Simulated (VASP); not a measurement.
Input of a VASP 6.6.1 run:

The input INCAR:

```
PREC = Accurate
ENCUT = 550
EDIFF = 1E-7
ISMEAR = 1
SIGMA = 0.1
LREAL = False
LASPH = True
NELM = 150
ALGO = Fast
ISIF = 2
LWAVE = False
LCHARG = True
ISPIN = 2
MAGMOM = 3 3
LORBIT = 11
LMAXMIX = 4
LDAU = True
LDAUTYPE = 1
LDAUL = 2
LDAUU = 4
LDAUJ = 0.5
LDAUPRINT = 1
GGA = RE
LELF = True
```

File KPOINTS:

```
regular mesh
0
Gamma
  12 12 7
```

The input POSCAR:

```
Fe
1.0
    2.4341575853      0.0000000000      0.0000000000
   -1.2170787927      2.1080423057      0.0000000000
    0.0000000000      0.0000000000      3.8419344700
Fe
2
Cartesian
    1.2170787928      0.7026807685      2.8814508525
   -0.0000000002      1.4053615372      0.9604836175
```

Potentials or basis: VASP PAW PBE potentials, release 64 (Fe_GW).

Run with:

```sh
$ cat potpaw_PBE.64/Fe_GW/POTCAR > POTCAR
$ mpirun -np 1 vasp_std > vasp.out
```

Question: Estimate the site moments.

Answer: Fe +2.94 μB.

Question: Predict the pressure.

Answer: 69.0 GPa.

Question: Predict the net moment.

Answer: 5.49 μB per cell.

Eigenvalues of the final occupation matrices:
```tsv
site	spin	trace	eigenvalues
site 1 d	1	4.81	0.94 0.97 0.97 0.97 0.97
site 1 d	2	1.78	0.19 0.19 0.35 0.35 0.70
site 2 d	1	4.81	0.94 0.97 0.97 0.97 0.97
site 2 d	2	1.78	0.19 0.19 0.35 0.35 0.70
```

Caveat: a pressure of tens of GPa on the cell as given is suspect, and the run, the potentials or the cell itself is likely at fault; the PAW data sets were made with another functional, which shifts forces and pressure a little; the U is typed as a test and isn't derived for this compound. The state reached can hang on the start; a lower one may exist.
